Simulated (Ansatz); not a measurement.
ZnO (wurtzite), relaxed with r2SCAN in Ansatz 0.2.0. It is hexagonal, P6_3mc (No. 186); conventional cell a = 3.235 Å, c = 5.211 Å, 11.81 Å³ an atom. Around Zn lie 4 O at 1.97–1.98 Å; around O lie 4 Zn at 1.97–1.98 Å.

The axes x, y and z are those of this cell:
```
CELL_PARAMETERS angstrom
3.23534 0.00000 0.00000
-1.61767 2.80189 0.00000
0.00000 0.00000 5.21095
ATOMIC_POSITIONS crystal
Zn 0.33333 0.66667 0.99765
Zn 0.66667 0.33333 0.49765
O 0.33333 0.66667 0.37735
O 0.66667 0.33333 0.87735
```

Unstrained: PBE gives a direct gap of 0.808 eV at Γ. With r2SCAN the gap is 1.238 eV and direct, at Γ. With HSE06 the gap is 2.532 eV and direct, at Γ. Meshes: PBE 12×12×6, r2SCAN 12×12×6, HSE06 6×6×4. Strains are changes of length per length, and xy shears are angles. After each strain the atoms were relaxed again with r2SCAN within the symmetry that the strain leaves, so tilts or polar shifts that break it weren't tested; points keep the names that they have in the unstrained zone. The values are computed, spin-unpolarised, and not measurements.

Problem. Estimate what epitaxial -1.5 % in the xy plane, free normal strain +1.51 % does to the gap.

Solution. PBE: the gap goes from 0.808 to 0.785 eV (-0.023 eV); with r2SCAN the top three valence levels at Γ, grouped 2+1 from the top over 96 meV, become 2+1 over 119 meV. r2SCAN: the gap goes from 1.238 to 1.219 eV (-0.019 eV). HSE06: the gap goes from 2.532 to 2.518 eV (-0.014 eV). The r2SCAN energy rises by 3.7 meV an atom.

Problem. Apply isotropic -2.0 % on every length. How far does the gap move, against the unstrained cell?

Solution. PBE: the gap goes from 0.808 to 0.893 eV (+0.085 eV); with r2SCAN the top three valence levels at Γ, grouped 2+1 from the top over 96 meV, become 2+1 over 120 meV. r2SCAN: the gap goes from 1.238 to 1.326 eV (+0.088 eV). HSE06: the gap goes from 2.532 to 2.664 eV (+0.132 eV). The r2SCAN energy rises by 21.3 meV an atom.

Problem. Apply uniaxial -2.0 % along z, other directions held. How far does the gap move, against the unstrained cell?

Solution. PBE: the gap goes from 0.808 to 0.861 eV (+0.053 eV); with r2SCAN the top three valence levels at Γ, grouped 2+1 from the top over 96 meV, become 2+1 over 109 meV. r2SCAN: the gap goes from 1.238 to 1.290 eV (+0.052 eV). HSE06: the gap goes from 2.532 to 2.602 eV (+0.070 eV). The r2SCAN energy rises by 3.3 meV an atom.

Problem. Estimate what xy shear, engineering strain (angle) +4.0 % does to the gap.

Solution. PBE: the gap goes from 0.808 to 0.762 eV (-0.046 eV); with r2SCAN the top three valence levels at Γ, grouped 2+1 from the top over 96 meV, become 1+1+1 over 134 meV. r2SCAN: the gap goes from 1.238 to 1.195 eV (-0.043 eV). HSE06: the gap goes from 2.532 to 2.485 eV (-0.047 eV). The r2SCAN energy rises by 2.4 meV an atom.

The meshes of the hybrids are coarse, so their gaps aren't converged to the digits shown.

The splittings at Γ are without spin-orbit coupling, which regroups them where it is of like size or larger.
